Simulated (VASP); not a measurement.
# Ga2O3 (R-3c) in VASP: single point with PBE0

Aim: the single point of Ga2O3 with PBE0.

All numbers are computed with VASP 6.6.1; they aren't measurements. Logs are shortened: lines on timing, memory, paths and dates and some standing lists are left out, and cuts for length are marked.

## Step 1: Starting point

The structure is trigonal, space group R-3c (No. 167). Conventional cell: a = 4.983 Å, b = 4.983 Å, c = 13.433 Å, α = 90.00°, β = 90.00°, γ = 120.00°. Around Ga (site symmetry 3) lie 6 O at 1.92 to 2.08 Å. O (site symmetry 2) is surrounded by 4 Ga at 1.92 to 2.08 Å.

The cell was built by a generator and needn't be a form met in nature.

## Step 2: Single point, PBE0

File POSCAR:

```
Ga2O3
1.0
    2.8769363900      0.0000000000      4.4776666700
   -1.4384682000      2.4915000000      4.4776666700
   -1.4384682000     -2.4915000000      4.4776666700
Ga O
4 6
Direct
    0.3554000000      0.3554000000      0.3554000000
    0.1446000000      0.1446000000      0.1446000000
    0.6446000000      0.6446000000      0.6446000000
    0.8554000000      0.8554000000      0.8554000000
    0.5549000000     -0.0549000000      0.2500000000
   -0.0549000000      0.2500000000      0.5549000000
    0.2500000000      0.5549000000     -0.0549000000
    0.4451000000      1.0549000000      0.7500000000
    1.0549000000      0.7500000000      0.4451000000
    0.7500000000      0.4451000000      1.0549000000
```

File INCAR.step1:

```
ALGO     = Normal         # electronic algorithm
EDIFF    = 1E-5           # SCF threshold, eV
ENCUT    = 450            # plane-wave cutoff, eV
GGA      = PE             # functional
ISIF     = 2              # what is computed and relaxed
ISMEAR   = -1             # smearing method
LASPH    = T              # aspherical terms in the spheres
LCHARG   = F              # write CHGCAR
LELF     = F              # ELF
LREAL    = F              # projectors in reciprocal space
LWAVE    = T              # write WAVECAR
NELM     = 80             # most SCF steps
PREC     = Accurate       # precision mode
SIGMA    = 0.05           # smearing width, eV
```

File INCAR.step2:

```
AEXX     = 0.25           # exact-exchange fraction
ALGO     = Normal         # electronic algorithm
EDIFF    = 1E-6           # SCF threshold, eV
ENCUT    = 450            # plane-wave cutoff, eV
GGA      = PE             # functional
ISIF     = 2              # what is computed and relaxed
ISMEAR   = -1             # smearing method
ISTART   = 1            
LASPH    = T              # aspherical terms in the spheres
LCHARG   = F              # write CHGCAR
LELF     = F              # ELF
LHFCALC  = T              # exact exchange
LREAL    = F              # projectors in reciprocal space
LWAVE    = F              # write WAVECAR
NELM     = 80             # most SCF steps
PREC     = Accurate       # precision mode
PRECFOCK = Fast         
SIGMA    = 0.05           # smearing width, eV
```

File KPOINTS:

```
k-points
0
Gamma
  3 3 3
```

Potentials or basis: VASP PAW PBE potentials, release 64 (Ga_d, O).

Launch:

```sh
$ cat potpaw_PBE.64/Ga_d/POTCAR potpaw_PBE.64/O/POTCAR > POTCAR
$ cp INCAR.step1 INCAR
$ mpirun -np 8 vasp_std > vasp.out
$ cp INCAR.step2 INCAR
$ mpirun -np 8 vasp_std > vasp.out
```

OUTCAR:

```text
AEXX = 0.25
   EDIFF = 1E-6
   ENCUT = 450
   GGA = PE
   ISIF = 2
   ISMEAR = -1
   ISTART = 1
   LASPH = T
   LHFCALC = T
   LREAL = F
   NELM = 80
   PREC = Accurate
   PRECFOCK = Fast

 ion  position               nearest neighbor table
   1  0.355  0.355  0.355-   8 1.92  10 1.92   9 1.92   6 2.08   7 2.08   5 2.08   2 2.83
   2  0.145  0.145  0.145-   9 1.92  10 1.92   8 1.92   5 2.08   7 2.08   6 2.08   1 2.83
   3  0.645  0.645  0.645-   5 1.92   7 1.92   6 1.92   9 2.08  10 2.08   8 2.08   4 2.83
   4  0.855  0.855  0.855-   6 1.92   7 1.92   5 1.92   8 2.08  10 2.08   9 2.08   3 2.83
   5  0.555  0.945  0.250-   3 1.92   4 1.92   2 2.08   1 2.08
   6  0.945  0.250  0.555-   4 1.92   3 1.92   1 2.08   2 2.08
   7  0.250  0.555  0.945-   3 1.92   4 1.92   1 2.08   2 2.08
   8  0.445  0.055  0.750-   1 1.92   2 1.92   4 2.08   3 2.08
   9  0.055  0.750  0.445-   2 1.92   1 1.92   3 2.08   4 2.08
  10  0.750  0.445  0.055-   1 1.92   2 1.92   3 2.08   4 2.08

  LATTYP: Found a trigonal (rhomboedric) cell.
 ALAT       =     5.3222421798
 COS(alpha) =     0.5617090395

  Lattice vectors:

 A1 = (   2.8769363900,   0.0000000000,   4.4776666700)
 A2 = (  -1.4384682000,   2.4915000000,   4.4776666700)
 A3 = (  -1.4384682000,  -2.4915000000,   4.4776666700)

Analysis of symmetry for initial positions (statically):
=====================================================================
 Subroutine PRICEL returns:
 Original cell was already a primitive cell.

 Routine SETGRP: Setting up the symmetry group for a
 trigonal (rhombohedral) supercell.

 Subroutine GETGRP returns: Found 12 space group operations
 (whereof  6 operations were pure point group operations)
 out of a pool of 12 trial point group operations.

The static configuration has the point symmetry S_6 .
 The point group associated with its full space group is D_3d.

Analysis of symmetry for dynamics (positions and initial velocities):
=====================================================================
 Subroutine PRICEL returns:
 Original cell was already a primitive cell.

 Routine SETGRP: Setting up the symmetry group for a
 trigonal (rhombohedral) supercell.

 Subroutine GETGRP returns: Found 12 space group operations
 (whereof  6 operations were pure point group operations)
 out of a pool of 12 trial point group operations.

The dynamic configuration has the point symmetry S_6 .
[... 112 lines left out ...]
   ISMEAR =    -1;   SIGMA  =   0.05  broadening in eV -4-tet -1-fermi 0-gaus
   EFERMI_NEDOS =   21; number of points for ismear=-14 and -15
   IALGO  =     38    algorithm
   IMIX   =      1    mixing-type and parameters
     AMIX     =   0.40;   BMIX     =  1.00
     AMIX_MAG =   1.60;   BMIX_MAG =  1.00
  volume/ion in A,a.u.               =       9.63        64.98
  Fermi-wavevector in a.u.,A,eV,Ry     =   1.588721  3.002248 34.341578  2.524035
  Thomas-Fermi vector in A             =   2.687681
   LORBIT       =      0    0 simple, 1 ext, 2 COOP (PROOUT), +10 PAW based schemes
   GGA     = PE    functional components
   LHFCALC =     T    Hartree Fock is set to
   PRECFOCK=fast      Normal, Fast or Accurate (Low or Medium for compatibility)
   ENCUT4O =  -1.0   cutoff for four orbital integrals eV
   NKREDX  =     1    reduce k-point grid by
   NKREDY  =     1    reduce k-point grid by
   NKREDZ  =     1    reduce k-point grid by
   AEXX    =    0.2500 exact exchange contribution
   HFSCREEN=    0.0000 screening length (either q_TF or 0.3 A-1)
   HFSCREENC=   0.0000 screening length for correlation (either q_TF or 0.3 A-1)
   ENCUTFOCK=  -1.0 apply spherical cutoff to Coloumb kernel
   IVDW    =     0    specifies the selected vdW correction
   LEPSILON=     F    determine dielectric tensor
   LRPA    =     F    only Hartree local field effects (RPA)
 non-spin polarized calculation
  energy-cutoff  :      450.00
  volume of cell :       96.29
 maximum number of plane-waves:      2115
 NGX is ok and might be reduce to    40
  NGX = 20; NGY = 20; NGZ = 20

 number of electron      87.9999978 magnetization

 Free energy of the ion-electron system (eV)
  ---------------------------------------------------
  ext. energy  EPLUGINS =         0.00000000
  ---------------------------------------------------
  free energy    TOTEN  =       -79.47771027 eV

  energy without entropy =      -79.47771027  energy(sigma->0) =      -79.47771027

 E-fermi :   4.0667     XC(G=0):  -9.5612

 val. band max:        2.8611393276   @ k =   0.3333   0.0000   0.0000
 cond. band min:       8.3293162636   @ k =   0.0000   0.0000   0.0000
 fundamental gap:      5.4681769360
 Fermi energy:         4.0666638896

 k-point     1 :       0.0000    0.0000    0.0000
  band No.  band energies     occupation
      1     -17.6998      2.00000
      2     -15.7012      2.00000
      3     -15.7012      2.00000
      4     -15.5921      2.00000
      5     -15.5921      2.00000
      6     -15.5852      2.00000
[... 343 lines left out ...]
     55      18.5406      0.00000
     56      19.0881      0.00000

------------------------ aborting loop because EDIFF is reached ----------------------------------------

  FORCE on cell =-STRESS in cart. coord.  units (eV):
  Direction    XX          YY          ZZ          XY          YZ          ZX
  --------------------------------------------------------------------------------------
  -------------------------------------------------------------------------------------
  Total       -0.3018192     -0.3018192     -0.2830229      0.0000000      0.0000000      0.0000000
  in kB       -5.0221910     -5.0221910     -4.7094257      0.0000000      0.0000000      0.0000000
  external PRESSURE =      -4.9179359 kB  Pullay stress =       0.0000000 kB

 VOLUME and BASIS-vectors are now :
 -----------------------------------------------------------------------------
  energy-cutoff  :      450.00
  volume of cell :       96.29
      direct lattice vectors                 reciprocal lattice vectors
     2.876936390  0.000000000  4.477666670     0.231727983  0.000000000  0.074443535
    -1.438468200  2.491500000  4.477666670    -0.115863991  0.200682320  0.074443534
    -1.438468200 -2.491500000  4.477666670    -0.115863991 -0.200682320  0.074443534

 POSITION                                       TOTAL-FORCE (eV/Angst)
 -----------------------------------------------------------------------------------
     -0.00000      0.00000      4.77409        -0.000000      0.000000      0.020225
     -0.00000      0.00000      1.94241         0.000000      0.000000     -0.020225
     -0.00000      0.00000      8.65891         0.000000      0.000000     -0.020225
     -0.00000      0.00000     11.49059        -0.000000      0.000000      0.020225
     -0.12270      1.73184      7.83592        -0.088231      0.050940     -0.000000
      1.56117     -0.75966      7.83592         0.088231      0.050940     -0.000000
     -1.43847     -0.97218      7.83592        -0.000000     -0.101881     -0.000000
      0.12270     -1.73184      5.59708         0.088231     -0.050940     -0.000000
     -1.56117      0.75966      5.59708        -0.088231     -0.050940     -0.000000
      1.43847      0.97218      5.59708        -0.000000      0.101881     -0.000000
 -----------------------------------------------------------------------------------
    total drift:                               -0.000001     -0.000002     -0.000001

  FREE ENERGIE OF THE ION-ELECTRON SYSTEM (eV)
  ---------------------------------------------------
  free  energy   TOTEN  =       -79.4777102670 eV

  energy  without entropy=      -79.4777102670  energy(sigma->0) =      -79.47771027
```

OUTCAR.step1:

```text
EDIFF = 1E-5
   ENCUT = 450
   GGA = PE
   ISIF = 2
[... 590 lines left out ...]
     -1.43847     -0.97218      7.83592         0.000000     -0.134081     -0.000000
      0.12270     -1.73184      5.59708         0.116117     -0.067040      0.000000
     -1.56117      0.75966      5.59708        -0.116117     -0.067040     -0.000000
      1.43847      0.97218      5.59708         0.000000      0.134081     -0.000000
 -----------------------------------------------------------------------------------
    total drift:                               -0.000000     -0.000000      0.000000

  FREE ENERGIE OF THE ION-ELECTRON SYSTEM (eV)
  ---------------------------------------------------
  free  energy   TOTEN  =       -59.2463659163 eV

  energy  without entropy=      -59.2463659162  energy(sigma->0) =      -59.24636592
```

Run time: 4.4 min. Hardware: 8 MPI ranks of AMD EPYC 9R45 (Zen 5), shared host; peak memory 0.14 GiB.

What came out:

| Item | Value |
| --- | --- |
| Free energy | -79.4777 eV |
| Largest force | 0.102 eV/Å |
| Band gap on the k mesh | 5.47 eV, indirect (least direct gap 5.65 eV) |

Forces in eV/Å, atoms in the order of the input:
```
Ga   0.000  0.000  0.020
Ga   0.000  0.000 -0.020
Ga   0.000  0.000 -0.020
Ga   0.000  0.000  0.020
O   -0.088  0.051  0.000
O    0.088  0.051  0.000
O    0.000 -0.102  0.000
O    0.088 -0.051  0.000
O   -0.088 -0.051  0.000
O    0.000  0.102  0.000
```

Levels at points of the mesh, in eV from the valence-band top:
| k point | band 42 | band 43 | band 44 | band 45 | band 46 | band 47 |
| --- | --- | --- | --- | --- | --- | --- |
| (0.00, 0.00, 0.00) | -0.19 | -0.18 | -0.18 | 5.47 | 9.62 | 9.68 |

Caveat: the k mesh is coarse (spacing up to 0.51 Å⁻¹), so the values aren't converged, least of all with exact exchange; the cutoff is under 1.25 times the usual one of these potentials, so pressure, stress and relaxed cells hold a basis-set (Pulay) error; the PAW data sets were made with another functional, which shifts forces and pressure a little; an odd mesh through Γ misses points on the zone boundary, where band edges often lie.
